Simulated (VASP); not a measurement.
# CdTe (F-43m) in VASP: notebook

CdTe is run at these levels: r2SCAN; tasks: single point.

All numbers are computed with VASP 6.6.1; they aren't measurements. Logs are shortened: lines on timing, memory, paths and dates and some standing lists are left out, and cuts for length are marked.

**Experimental background.**

From a printed reference work, data compilation, for a bulk crystal of CdTe at 0 K: band gap 1.607 eV.

How close the calculation comes is told below.

## Step 1: The cell of the first run

The structure is cubic, space group F-43m (No. 216). The conventional cell has a = 6.560 Å, b = 6.560 Å, c = 6.560 Å, α = 90.00°, β = 90.00°, γ = 90.00°. Within 3.7 Å of Cd (site symmetry -43m) lie 4 Te at 2.84 Å. Within 3.7 Å of Te (site symmetry -43m) lie 4 Cd at 2.84 Å.

## Step 2: Single point, r2SCAN

Contents of POSCAR:

```
CdTe
1.0
    0.0000000000      3.2799012448      3.2799012448
    3.2799012448      0.0000000000      3.2799012448
    3.2799012448      3.2799012448      0.0000000000
Cd Te
1 1
Direct
    0.0000000000      0.0000000000      0.0000000000
    0.2500000000      0.2500000000      0.2500000000
```

Contents of INCAR.step1:

```
PREC     = Accurate       # precision mode
ENCUT    = 520            # plane-wave cutoff, eV
ISMEAR   = 0              # smearing method
SIGMA    = 0.01           # smearing width, eV
LREAL    = False          # projectors in reciprocal space
LASPH    = True           # aspherical terms in the spheres
NELM     = 80             # most SCF steps
NBANDS   = 16             # bands
GGA      = PE             # functional
ALGO     = Normal         # electronic algorithm
EDIFF    = 1E-4           # SCF threshold, eV
LWAVE    = True           # write WAVECAR
LCHARG   = False          # write CHGCAR
```

Contents of INCAR.step2:

```
PREC     = Accurate       # precision mode
ENCUT    = 520            # plane-wave cutoff, eV
EDIFF    = 1E-6           # SCF threshold, eV
ISMEAR   = 0              # smearing method
SIGMA    = 0.01           # smearing width, eV
LREAL    = False          # projectors in reciprocal space
LASPH    = True           # aspherical terms in the spheres
NELM     = 80             # most SCF steps
ALGO     = Normal         # electronic algorithm
ISIF     = 2              # what is computed and relaxed
LWAVE    = False          # write WAVECAR
LCHARG   = False          # write CHGCAR
METAGGA  = R2SCAN         # meta-GGA
LMIXTAU  = True         
NBANDS   = 16             # bands
ISTART   = 1
```

Contents of KPOINTS:

```
Automatic mesh
0
Gamma
  6 6 6
```

Potentials or basis: VASP PAW PBE potentials, release 64 (Cd, Te).

Started as:

```bash
$ cat potpaw_PBE.64/Cd/POTCAR potpaw_PBE.64/Te/POTCAR > POTCAR
$ cp INCAR.step1 INCAR
$ mpirun -np 1 vasp_std > vasp.out
$ cp INCAR.step2 INCAR
$ mpirun -np 1 vasp_std > vasp.out
```

OUTCAR:

```text
PREC = Accurate
   ENCUT = 520
   EDIFF = 1E-6
   ISMEAR = 0
   LREAL = False
   LASPH = True
   NELM = 80
   ISIF = 2
   METAGGA = R2SCAN
   ISTART = 1

 ion  position               nearest neighbor table
   1  0.000  0.000  0.000-   2 2.84   2 2.84   2 2.84   2 2.84
   2  0.250  0.250  0.250-   1 2.84   1 2.84   1 2.84   1 2.84

  LATTYP: Found a face centered cubic cell.
 ALAT       =     6.5598024896

  Lattice vectors:

 A1 = (   0.0000000000,   3.2799012448,   3.2799012448)
 A2 = (   3.2799012448,   0.0000000000,   3.2799012448)
 A3 = (   3.2799012448,   3.2799012448,   0.0000000000)

Analysis of symmetry for initial positions (statically):
=====================================================================
 Subroutine PRICEL returns:
 Original cell was already a primitive cell.

 Routine SETGRP: Setting up the symmetry group for a
 face centered cubic supercell.

 Subroutine GETGRP returns: Found 24 space group operations
 (whereof 24 operations were pure point group operations)
 out of a pool of 48 trial point group operations.

The static configuration has the point symmetry T_d .

Analysis of symmetry for dynamics (positions and initial velocities):
=====================================================================
 Subroutine PRICEL returns:
 Original cell was already a primitive cell.

 Routine SETGRP: Setting up the symmetry group for a
 face centered cubic supercell.

 Subroutine GETGRP returns: Found 24 space group operations
 (whereof 24 operations were pure point group operations)
 out of a pool of 48 trial point group operations.

The dynamic configuration has the point symmetry T_d .

 Subroutine INISYM returns: Found 24 space group operations
 (whereof 24 operations are pure point group operations),
 and found     1 'primitive' translations

----------------------------------------------------------------------------------------

                                     Primitive cell

  volume of cell :      70.5687

  direct lattice vectors                    reciprocal lattice vectors
     0.000000000  3.279901245  3.279901245    -0.152443614  0.152443614  0.152443614
     3.279901245  0.000000000  3.279901245     0.152443614 -0.152443614  0.152443614
     3.279901245  3.279901245  0.000000000     0.152443614  0.152443614 -0.152443614

  length of vectors
     4.638480824  4.638480824  4.638480824     0.264040085  0.264040085  0.264040085

  position of ions in fractional coordinates (direct lattice)
[... 70 lines left out ...]
   EDIFF  = 0.1E-05   stopping-criterion for ELM
   LREAL  =      F    real-space projection
   EDIFFG = 0.1E-04   stopping-criterion for IOM
   NSW    =      0    number of steps for IOM
   IBRION =     -1    ionic relax: 0-MD 1-quasi-New 2-CG
   NFREE  =      0    steps in history (QN), initial steepest desc. (CG)
   ISIF   =      2    stress and relaxation
   ISYM   =      2    0-nonsym 1-usesym 2-fastsym
   POTIM  = 0.5000    time-step for ionic-motion
   TEBEG  =    0.0;   TEEND  =   0.0 temperature during run
   PSTRESS=    0.0 pullay stress
   NELECT =      18.0000    total number of electrons
   NUPDOWN=      -1.0000    fix difference up-down
   EMIN   =  10.00;   EMAX   =-10.00  energy-range for DOS
   EFERMI =   0.00;   METHOD = LEGACY
   ISMEAR =     0;   SIGMA  =   0.01  broadening in eV -4-tet -1-fermi 0-gaus
   EFERMI_NEDOS =   21; number of points for ismear=-14 and -15
   IALGO  =     38    algorithm
   IMIX   =      4    mixing-type and parameters
     AMIX     =   0.40;   BMIX     =  1.00
     AMIX_MAG =   1.60;   BMIX_MAG =  1.00
  volume/ion in A,a.u.               =      35.28       238.11
  Fermi-wavevector in a.u.,A,eV,Ry     =   1.038233  1.961976 14.666102  1.077928
  Thomas-Fermi vector in A             =   2.172708
   LORBIT       =      0    0 simple, 1 ext, 2 COOP (PROOUT), +10 PAW based schemes
   METAGGA = R2SCAN    functional components
   LHFCALC =     F    Hartree Fock is set to
   AEXX    =    0.0000 exact exchange contribution
   IVDW    =     0    specifies the selected vdW correction
   LEPSILON=     F    determine dielectric tensor
   LRPA    =     F    only Hartree local field effects (RPA)
 non-spin polarized calculation
 Gauss-broadening in eV      SIGMA  =   0.01
  energy-cutoff  :      520.00
  volume of cell :       70.57
 maximum number of plane-waves:      1917
 NGX is ok and might be reduce to    36
   NGX = 17   NGY = 17   NGZ = 17

 number of electron      18.0000006 magnetization

 Free energy of the ion-electron system (eV)
  ---------------------------------------------------
  ext. energy  EPLUGINS =         0.00000000
  ---------------------------------------------------
  free energy    TOTEN  =       -46.64138445 eV

  energy without entropy =      -46.64138445  energy(sigma->0) =      -46.64138445

 E-fermi :   1.8630     XC(G=0):  -8.9356

 val. band max:        1.7778354691   @ k =   0.0000   0.0000   0.0000
 cond. band min:       2.9317076716   @ k =   0.0000   0.0000   0.0000
 fundamental gap:      1.1538722025
 Fermi energy:         1.8630498212

 k-point     1 :       0.0000    0.0000    0.0000
  band No.  band energies     occupation
      1      -9.5401      2.00000
      2      -6.6686      2.00000
      3      -6.6686      2.00000
      4      -6.6686      2.00000
      5      -6.4121      2.00000
      6      -6.4121      2.00000
[... 281 lines left out ...]
      3      -6.5388      2.00000
      4      -6.4566      2.00000
      5      -6.3992      2.00000
      6      -5.8718      2.00000
[... 8 lines left out ...]
     15      13.2654      0.00000
     16      13.6675      0.00000

------------------------ aborting loop because EDIFF is reached ----------------------------------------

  FORCE on cell =-STRESS in cart. coord.  units (eV):
  Direction    XX          YY          ZZ          XY          YZ          ZX
  --------------------------------------------------------------------------------------
  -------------------------------------------------------------------------------------
  Total        0.0372331      0.0372331      0.0372331     -0.0000000      0.0000000      0.0000000
  in kB        0.8453330      0.8453330      0.8453330     -0.0000000      0.0000000      0.0000000
  external PRESSURE =       0.8453330 kB  Pullay stress =       0.0000000 kB

 VOLUME and BASIS-vectors are now :
 -----------------------------------------------------------------------------
  energy-cutoff  :      520.00
  volume of cell :       70.57
      direct lattice vectors                 reciprocal lattice vectors
     0.000000000  3.279901245  3.279901245    -0.152443614  0.152443614  0.152443614
     3.279901245  0.000000000  3.279901245     0.152443614 -0.152443614  0.152443614
     3.279901245  3.279901245  0.000000000     0.152443614  0.152443614 -0.152443614

 POSITION                                       TOTAL-FORCE (eV/Angst)
 -----------------------------------------------------------------------------------
      0.00000      0.00000      0.00000         0.000000      0.000000      0.000000
      1.63995      1.63995      1.63995        -0.000000     -0.000000     -0.000000
 -----------------------------------------------------------------------------------
    total drift:                               -0.000001     -0.000001     -0.000001

  FREE ENERGIE OF THE ION-ELECTRON SYSTEM (eV)
  ---------------------------------------------------
  free  energy   TOTEN  =       -46.6413844456 eV

  energy  without entropy=      -46.6413844456  energy(sigma->0) =      -46.64138445
```

OUTCAR.step1:

```text
PREC = Accurate
   ENCUT = 520
   ISMEAR = 0
   LREAL = False
   LASPH = True
[... 515 lines left out ...]
      0.00000      0.00000      0.00000         0.000000      0.000000      0.000000
      1.63995      1.63995      1.63995        -0.000000     -0.000000     -0.000000
 -----------------------------------------------------------------------------------
    total drift:                               -0.000000     -0.000000     -0.000000

  FREE ENERGIE OF THE ION-ELECTRON SYSTEM (eV)
  ---------------------------------------------------
  free  energy   TOTEN  =        -4.7997511938 eV

  energy  without entropy=       -4.7997511938  energy(sigma->0) =       -4.79975119
```

It took 2.4 min on 1 thread of Intel Xeon 6975P-C, shared host; peak memory 0.22 GiB.

Results:

```yaml
Free_energy: -46.6414 eV
Pressure: 0.1 GPa
Band_gap_on_the_k_mesh: 1.15 eV, direct
```

Caveat: the PAW data sets were made with another functional, which shifts forces and pressure a little; spin-orbit coupling is left out, which moves the levels of the heavy elements.

## Step 3: Single point, r2SCAN

POSCAR is that of step 2.

Contents of INCAR.step1:

```
SYSTEM = CdTe
PREC = Accurate ; ENCUT = 520
ISMEAR = 0 ; SIGMA = 0.01
LREAL = .False. ; LASPH = .True.
NELM = 100 ; NBANDS = 16
GGA = PE ; ALGO = Normal
EDIFF = 1E-4 ; LWAVE = .True.
LCHARG = .False.
```

Contents of INCAR.step2:

```
SYSTEM = CdTe
PREC = Accurate ; ENCUT = 520
EDIFF = 1E-6 ; ISMEAR = 0
SIGMA = 0.01 ; LREAL = .False.
LASPH = .True. ; NELM = 100
ALGO = Normal ; ISIF = 2
LWAVE = .False. ; LCHARG = .False.
METAGGA = R2SCAN ; LMIXTAU = .True.
NBANDS = 16 ; ISTART = 1
```

Contents of KPOINTS:

```
Automatic mesh
0
Gamma
  6 6 6
  0 0 0
```

Potentials or basis: VASP PAW PBE potentials, release 64 (Cd, Te).

Started as:

```bash
$ cat potpaw_PBE.64/Cd/POTCAR potpaw_PBE.64/Te/POTCAR > POTCAR
$ cp INCAR.step1 INCAR
$ mpirun -np 1 vasp_std > vasp.out
$ cp INCAR.step2 INCAR
$ mpirun -np 1 vasp_std > vasp.out
```

Run time: 2.5 min. Hardware: 1 thread of Intel Xeon 6975P-C, shared host; peak memory 0.22 GiB.

The run converged. Its results:

- Free energy: -46.6414 eV
- Pressure: 0.1 GPa
- Band gap on the k mesh: 1.15 eV, direct

Levels at points of the mesh, in eV from the valence-band top:
| k point | band 6 | band 7 | band 8 | band 9 | band 10 | band 11 | band 12 | band 13 |
| --- | --- | --- | --- | --- | --- | --- | --- | --- |
| (0.00, 0.00, 0.00) | -8.19 | 0.00 | 0.00 | 0.00 | 1.15 | 5.05 | 5.05 | 5.05 |
| (0.50, 0.00, 0.00) | -7.84 | -4.29 | -0.74 | -0.74 | 2.19 | 5.60 | 5.60 | 7.38 |
| (0.50, 0.50, 0.00) | -7.70 | -4.17 | -1.79 | -1.79 | 2.95 | 2.99 | 9.25 | 9.63 |

Caveat: the PAW data sets were made with another functional, which shifts forces and pressure a little; spin-orbit coupling is left out, which moves the levels of the heavy elements.

## Step 4: Comparison with measurements

Step 2. Against the measured gap of CdTe, 1.607 eV (0 K; a printed reference work, data compilation), the calculated 1.15 eV is off by -0.45 eV. Spin-orbit coupling on Cd, Te is left out. The value is that of r2SCAN, without temperature or zero-point motion.

Step 3. A measured gap of CdTe is 1.607 eV (0 K; a printed reference work, data compilation); the calculated 1.15 eV misses it by -0.45 eV. Spin-orbit coupling on Cd, Te is left out. The value is that of r2SCAN, without temperature or zero-point motion.
